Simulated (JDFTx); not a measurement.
Crystal: BN.

```
CELL_PARAMETERS angstrom
1.25112 0.72234 3.37293
-1.25112 0.72234 3.37293
0.00000 -1.44467 3.37293
ATOMIC_POSITIONS crystal
N 0.66724 0.66724 0.66724
B 0.00033 0.00033 0.00033
```

The cell is a database's computed one.

Base run:

* Program: JDFTx 1.7.0 (patched build)
* Functional: LDA
* Potentials or basis: SG15-PBE-1.2 with smoothed tails
* Cutoff: 1361 eV
* Density cutoff: 10885 eV
* k mesh: 8 × 8 × 8
* Occupations: fermi-dirac, width 0.05 eV
* Spin: no spin polarisation

Its results: band gap on the k mesh 4.11 eV, indirect (least direct gap 4.84 eV); pressure 1.0 GPa.

Question: The run is repeated on the same cell with these changes: functional from LDA to r2SCAN. What comes out?

Answer: Band gap on the k mesh 4.88 eV, indirect (least direct gap 5.63 eV); pressure -1.7 GPa.

r2SCAN gives the wider gap, since meta-GGAs in the generalised Kohn-Sham scheme recover part of the derivative discontinuity.

Caveats: the empty levels aren't tightly converged; the potentials were made for another functional, which shifts forces and pressure.

A k mesh can miss the band edges.
